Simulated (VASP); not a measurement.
# Pd (P6_3/mmc) in VASP: a series of runs

The runs below take Pd through single point, with PBE.

All numbers are computed with VASP 6.6.1; they aren't measurements. Logs are shortened: lines on timing, memory, paths and dates and some standing lists are left out, and cuts for length are marked.

## Step 1: Starting point

Symmetry: P6_3/mmc, No. 194, hexagonal system. The conventional cell has a = 2.784 Å, b = 2.784 Å, c = 4.629 Å, α = 90.00°, β = 90.00°, γ = 120.00°. Pd (site symmetry -6m2) is surrounded by 12 Pd at 2.78 to 2.82 Å.

This isn't the form of Pd at room conditions, which is fcc.

## Step 2: Single point, PBE

INCAR reads:

```
SYSTEM = Pd
PREC = Accurate ; ENCUT = 400
EDIFF = 1E-6 ; ISMEAR = -1
SIGMA = 0.2 ; LREAL = .FALSE.
LASPH = .TRUE. ; NELM = 100
ALGO = Normal ; ISIF = 2
LWAVE = .FALSE. ; LCHARG = .FALSE.
GGA = PE ; ADDGRID = .FALSE.
```

KPOINTS reads:

```
Automatic mesh
0
G
  3 3 2
  0 0 0
```

POSCAR reads:

```
Pd
1.0
    2.7836650458      0.0000000000      0.0000000000
   -1.3918325229      2.4107246453      0.0000000000
    0.0000000000      0.0000000000      4.6288930000
Pd
2
Direct
    0.3690330000      0.6707680000      0.2457130000
    0.7034100000      0.3270270000      0.7475630000
```

Potentials or basis: VASP PAW PBE potentials, release 64 (Pd).

On the command line:

```bash
cat potpaw_PBE.64/Pd/POTCAR > POTCAR
mpirun -np 1 vasp_std > vasp.out
```

OUTCAR:

```text
SYSTEM = Pd
   PREC = Accurate
   ENCUT = 400
   EDIFF = 1E-6
   ISMEAR = -1
   LREAL = .FALSE.
   LASPH = .TRUE.
   NELM = 100
   ISIF = 2
   GGA = PE

 Found     10 irreducible k-points:

 Following reciprocal coordinates:
            Coordinates               Weight
  0.000000  0.000000  0.000000      1.000000
  0.333333  0.000000  0.000000      2.000000
  0.000000  0.333333  0.000000      2.000000
 -0.333333  0.333333  0.000000      2.000000
  0.333333  0.333333  0.000000      2.000000
  0.000000  0.000000  0.500000      1.000000
   k-points           NKPTS =     10   k-points in BZ     NKDIM =     10   number of bands    NBANDS=     14
   number of dos      NEDOS =    301   number of ions     NIONS =      2
   total plane-waves  NPLWV =   9720
   dimension x,y,z NGX =    18 NGY =   18 NGZ =   30
   dimension x,y,z NGXF=    36 NGYF=   36 NGZF=   60
   ions per type =               2
   NGX,Y,Z   is equivalent  to a cutoff of  10.75, 10.75, 10.77 a.u.
   NGXF,Y,Z  is equivalent  to a cutoff of  21.50, 21.50, 21.55 a.u.
 SYSTEM =  Pd
   PREC   = accura    normal or accurate (medium, high low for compatibility)
   ISTART =      0    job   : 0-new  1-cont  2-samecut
   ICHARG =      2    charge: 1-file 2-atom 10-const
   ISPIN  =      1    spin polarized calculation?
   LNONCOLLINEAR =      F non collinear calculations
   LSORBIT =      F    spin-orbit coupling
   LASPH  =      T    aspherical Exc in radial PAW
   ENCUT  =  400.0 eV  29.40 Ry    5.42 a.u.   4.54  4.54  7.55*2*pi/ulx,y,z
   NELM   =    100;   NELMIN=  2; NELMDL= -5     # of ELM steps
   EDIFF  = 0.1E-05   stopping-criterion for ELM
   LREAL  =      F    real-space projection
   EDIFFG = 0.1E-04   stopping-criterion for IOM
   NSW    =      0    number of steps for IOM
   IBRION =     -1    ionic relax: 0-MD 1-quasi-New 2-CG
   NFREE  =      0    steps in history (QN), initial steepest desc. (CG)
   ISIF   =      2    stress and relaxation
   ISYM   =      2    0-nonsym 1-usesym 2-fastsym
   POTIM  = 0.5000    time-step for ionic-motion
   TEBEG  =    0.0;   TEEND  =   0.0 temperature during run
   PSTRESS=    0.0 pullay stress
   NELECT =      20.0000    total number of electrons
   NUPDOWN=      -1.0000    fix difference up-down
   EMIN   =  10.00;   EMAX   =-10.00  energy-range for DOS
   EFERMI =   0.00;   METHOD = LEGACY
   ISMEAR =    -1;   SIGMA  =   0.20  broadening in eV -4-tet -1-fermi 0-gaus
   EFERMI_NEDOS =   21; number of points for ismear=-14 and -15
   IALGO  =     38    algorithm
   IMIX   =      4    mixing-type and parameters
     AMIX     =   0.40;   BMIX     =  1.00
     AMIX_MAG =   1.60;   BMIX_MAG =  1.00
  volume/ion in A,a.u.               =      15.53       104.81
  Fermi-wavevector in a.u.,A,eV,Ry     =   1.413636  2.671385 27.189429  1.998367
  Thomas-Fermi vector in A             =   2.535261
   LORBIT       =      0    0 simple, 1 ext, 2 COOP (PROOUT), +10 PAW based schemes
   GGA     = PE    functional components
   LHFCALC =     F    Hartree Fock is set to
   AEXX    =    0.0000 exact exchange contribution
   IVDW    =     0    specifies the selected vdW correction
   LEPSILON=     F    determine dielectric tensor
   LRPA    =     F    only Hartree local field effects (RPA)
 non-spin polarized calculation
  energy-cutoff  :      400.00
  volume of cell :       31.06
 maximum number of plane-waves:       580
 NGX is ok and might be reduce to    18
   NGX =  9   NGY =  9   NGZ = 15

 number of electron      20.0000000 magnetization

 Free energy of the ion-electron system (eV)
  ---------------------------------------------------
  ext. energy  EPLUGINS =         0.00000000
  ---------------------------------------------------
  free energy    TOTEN  =       -10.04138197 eV

  energy without entropy =       -9.53293503  energy(sigma->0) =       -9.78715850

 E-fermi :   8.9200     XC(G=0): -12.8646

 val. band max:        8.8871296989   @ k =  -0.3333   0.3333   0.0000
 cond. band min:       9.8089503248   @ k =   0.0000   0.3333   0.5000
 fundamental gap:      0.9218206259
 Fermi energy:         8.9199962469

 k-point     1 :       0.0000    0.0000    0.0000
  band No.  band energies     occupation
      1       2.1903      2.00000
      2       4.0358      2.00000
      3       6.1621      2.00000
      4       6.5397      1.99999
      5       6.5602      1.99998
      6       6.8672      1.99993
      7       6.8950      1.99992
      8       7.2634      1.99949
      9       7.3689      1.99914
     10       8.6039      1.65848
     11       8.6950      1.50982
     12       9.8401      0.01989
     13      15.5737      0.00000
     14      26.0829      0.00000

 k-point     2 :       0.3333    0.0000    0.0000
  band No.  band energies     occupation
      1       4.3568      2.00000
      2       4.6069      2.00000
      3       5.0562      2.00000
      4       6.4210      1.99999
      5       6.5428      1.99999
      6       6.5784      1.99998
      7       6.7865      1.99995
      8       8.3618      1.88439
      9       8.5384      1.74158
     10       8.5502      1.72803
     11       8.8718      1.11984
     12      15.9996      0.00000
     13      16.1645      0.00000
     14      18.5789      0.00000

 k-point     3 :       0.0000    0.3333    0.0000
  band No.  band energies     occupation
      1       4.3696      2.00000
      2       4.6205      2.00000
      3       5.0785      2.00000
      4       6.3917      1.99999
      5       6.5593      1.99999
      6       6.5710      1.99998
      7       6.7361      1.99996
      8       8.3617      1.88441
      9       8.5384      1.74160
     10       8.5604      1.71578
     11       8.8642      1.13850
     12      16.0413      0.00000
     13      16.1706      0.00000
     14      18.5744      0.00000

 k-point     4 :      -0.3333    0.3333    0.0000
  band No.  band energies     occupation
      1       4.3382      2.00000
      2       4.5871      2.00000
      3       5.0275      2.00000
      4       6.4603      1.99999
      5       6.5198      1.99999
      6       6.5933      1.99998
      7       6.8512      1.99994
      8       8.3616      1.88448
      9       8.5321      1.74858
     10       8.5418      1.73775
     11       8.8871      1.08198
     12      15.9416      0.00000
     13      16.1562      0.00000
     14      18.5847      0.00000

 k-point     5 :       0.3333    0.3333    0.0000
  band No.  band energies     occupation
      1       4.6661      2.00000
      2       5.4345      2.00000
      3       5.4479      2.00000
      4       5.9042      2.00000
      5       6.1886      2.00000
      6       6.2301      2.00000
      7       7.3860      1.99907
      8       8.4615      1.81650
      9       8.5000      1.78178
     10       8.5328      1.74781
     11      14.7684      0.00000
     12      14.9444      0.00000
     13      14.9566      0.00000
     14      21.1335      0.00000

 k-point     6 :       0.0000    0.0000    0.5000
  band No.  band energies     occupation
      1       3.8110      2.00000
      2       3.8221      2.00000
      3       6.1732      2.00000
      4       6.1989      2.00000
      5       6.4719      1.99999
      6       6.4730      1.99999
      7       6.4874      1.99999
      8       6.4887      1.99999
      9       8.2207      1.94118
     10       8.2425      1.93461
     11       8.2575      1.92971
     12       8.2762      1.92307
     13      22.5879      0.00000
     14      22.7230      0.00000

 [... further k-points ...]
[... 5 lines left out ...]
  --------------------------------------------------------------------------------------
  -------------------------------------------------------------------------------------
  Total        2.5592248      2.6193325     -3.0161567      0.0187151     -0.0023999      0.0014652
  in kB      132.0010228    135.1012857   -155.5688932      0.9652997     -0.1237829      0.0755707
  external PRESSURE =      37.1778051 kB  Pullay stress =       0.0000000 kB

 VOLUME and BASIS-vectors are now :
 -----------------------------------------------------------------------------
  energy-cutoff  :      400.00
  volume of cell :       31.06
      direct lattice vectors                 reciprocal lattice vectors
     2.783665046  0.000000000  0.000000000     0.359238624  0.207406516  0.000000000
    -1.391832523  2.410724645  0.000000000     0.000000000  0.414813032  0.000000000
     0.000000000  0.000000000  4.628893000     0.000000000  0.000000000  0.216034374

 POSITION                                       TOTAL-FORCE (eV/Angst)
 -----------------------------------------------------------------------------------
      0.09367      1.61704      1.13738         0.013678     -0.022770      0.057430
      1.50289      0.78837      3.46039        -0.013678      0.022770     -0.057430
 -----------------------------------------------------------------------------------
    total drift:                               -0.000019     -0.000005      0.000101

  FREE ENERGIE OF THE ION-ELECTRON SYSTEM (eV)
  ---------------------------------------------------
  free  energy   TOTEN  =       -10.0413819657 eV

  energy  without entropy=       -9.5329350313  energy(sigma->0) =       -9.78715850
```

Wall time 2.4 s (1 thread of AMD EPYC 9R45 (Zen 5), shared host); peak memory 0.09 GiB.

The run converged, but some of its settings lie outside the range that counts as converged, so its numbers aren't taken as properties of the crystal.

Results:

| Quantity | Value |
| --- | --- |
| Free energy | -10.0414 eV |
| Pressure | 3.7 GPa |
| Largest force | 0.063 eV/Å |
| Band gap on the k mesh | none (metal or under the smearing width) |

Caveat: the k mesh is coarse (spacing up to 0.87 Å⁻¹), so the values aren't converged.

## Step 3: Single point, PBE

INCAR: that of step 2 with these lines changed.

```diff
@@ -1,3 +1,3 @@
 SYSTEM = Pd
-PREC = Accurate ; ENCUT = 400
+PREC = Accurate ; ENCUT = 500
 EDIFF = 1E-6 ; ISMEAR = -1
```

KPOINTS is that of step 2.

POSCAR reads:

```
Pd
1.0
    2.7836650458      0.0000000000      0.0000000000
   -1.3918325229      2.4107246453      0.0000000000
    0.0000000000      0.0000000000      4.6288930000
Pd
2
Direct
    0.3333333333      0.6666666667      0.2500000000
    0.6666666667      0.3333333333      0.7500000000
```

Potentials or basis: VASP PAW PBE potentials, release 64 (Pd).

On the command line:

```bash
cat potpaw_PBE.64/Pd/POTCAR > POTCAR
mpirun -np 1 vasp_std > vasp.out
```

OUTCAR:

```text
SYSTEM = Pd
   PREC = Accurate
   ENCUT = 500
   EDIFF = 1E-6
   ISMEAR = -1
   LREAL = .FALSE.
   LASPH = .TRUE.
   NELM = 100
   ISIF = 2
   GGA = PE

 Found      6 irreducible k-points:

 Following reciprocal coordinates:
            Coordinates               Weight
  0.000000  0.000000  0.000000      1.000000
  0.333333  0.000000  0.000000      6.000000
  0.333333  0.333333  0.000000      2.000000
  0.000000  0.000000  0.500000      1.000000
  0.333333  0.000000  0.500000      6.000000
[... 177 lines left out ...]

  FORCE on cell =-STRESS in cart. coord.  units (eV):
  Direction    XX          YY          ZZ          XY          YZ          ZX
  --------------------------------------------------------------------------------------
  -------------------------------------------------------------------------------------
  Total        2.6691855      2.6691855     -2.9333291     -0.0000000     -0.0000000      0.0000000
  in kB      137.6726334    137.6726334   -151.2967692     -0.0000000     -0.0000000      0.0000000
  external PRESSURE =      41.3494992 kB  Pullay stress =       0.0000000 kB

 VOLUME and BASIS-vectors are now :
 -----------------------------------------------------------------------------
  energy-cutoff  :      500.00
  volume of cell :       31.06
      direct lattice vectors                 reciprocal lattice vectors
     2.783665046  0.000000000  0.000000000     0.359238624  0.207406516  0.000000000
    -1.391832523  2.410724645  0.000000000     0.000000000  0.414813032  0.000000000
     0.000000000  0.000000000  4.628893000     0.000000000  0.000000000  0.216034374

 POSITION                                       TOTAL-FORCE (eV/Angst)
 -----------------------------------------------------------------------------------
     -0.00000      1.60715      1.15722         0.000000     -0.000000      0.000000
      1.39183      0.80357      3.47167        -0.000000      0.000000      0.000000
 -----------------------------------------------------------------------------------
    total drift:                               -0.000000      0.000000     -0.000000

  FREE ENERGIE OF THE ION-ELECTRON SYSTEM (eV)
  ---------------------------------------------------
  free  energy   TOTEN  =       -10.0422901061 eV

  energy  without entropy=       -9.5337040197  energy(sigma->0) =       -9.78799706
```

OSZICAR:

```text
N       E                     dE             d eps       ncg     rms          rms(c)
DAV:   1     0.111314649513E+03    0.11131E+03   -0.11010E+04   168   0.140E+03
DAV:   2    -0.883733404952E+01   -0.12015E+03   -0.11428E+03   174   0.287E+02
DAV:   3    -0.105997507348E+02   -0.17624E+01   -0.17393E+01   204   0.394E+01
DAV:   4    -0.106085304776E+02   -0.87797E-02   -0.87793E-02   192   0.270E+00
DAV:   5    -0.106086664946E+02   -0.13602E-03   -0.13602E-03   204   0.363E-01    0.995E+00
DAV:   6    -0.100663219310E+02    0.54234E+00   -0.14929E+00   174   0.138E+01    0.510E+00
DAV:   7    -0.100484645348E+02    0.17857E-01   -0.12566E-02   174   0.102E+00    0.269E+00
DAV:   8    -0.100423291445E+02    0.61354E-02   -0.18834E-03   174   0.353E-01    0.757E-02
DAV:   9    -0.100422848637E+02    0.44281E-04   -0.80316E-05   210   0.106E-01    0.236E-02
DAV:  10    -0.100422888814E+02   -0.40177E-05   -0.47095E-06   198   0.196E-02    0.109E-02
DAV:  11    -0.100422901994E+02   -0.13181E-05   -0.80520E-07   120   0.949E-03    0.830E-04
DAV:  12    -0.100422901061E+02    0.93371E-07   -0.51046E-08    84   0.268E-03
   1 F= -.10042290E+02 E0= -.97879971E+01  d E =-.508586E+00
```

It took 2.4 s on 1 thread of AMD EPYC 9R45 (Zen 5), shared host; peak memory 0.1 GiB.

These settings aren't checked as converged: the numbers below hold their error.

Results:

```
Free energy            : -10.0423 eV
Pressure               : 4.1 GPa
Band gap on the k mesh : none (metal or under the smearing width)
```

Caveat: the k mesh is coarse (spacing up to 0.87 Å⁻¹), so the values aren't converged.

## Step 4: Single point, PBE

INCAR is that of step 3.

KPOINTS is that of step 3.

POSCAR reads:

```
Pd
1.0
    2.7836650458      0.0000000000      0.0000000000
   -1.3918325229      2.4107246453      0.0000000000
    0.0000000000      0.0000000000      4.6288930000
Pd
2
Direct
    0.3690330000      0.6707680000      0.2457130000
    0.7034100000      0.3270270000      0.7475630000
```

On the command line:

```bash
cat potpaw_PBE.64/Pd/POTCAR > POTCAR
mpirun -np 1 vasp_std > vasp.out
```

Wall time 2.9 s (1 thread of AMD EPYC 9R45 (Zen 5), shared host); peak memory 0.1 GiB.

These settings aren't checked as converged: the numbers below hold their error.

What came out:

```yaml
Free_energy: -10.0416 eV
Pressure: 4.1 GPa
Largest_force: 0.063 eV/Å
Band_gap_on_the_k_mesh: none (metal or under the smearing width)
```

Caveat: the k mesh is coarse (spacing up to 0.87 Å⁻¹), so the values aren't converged.
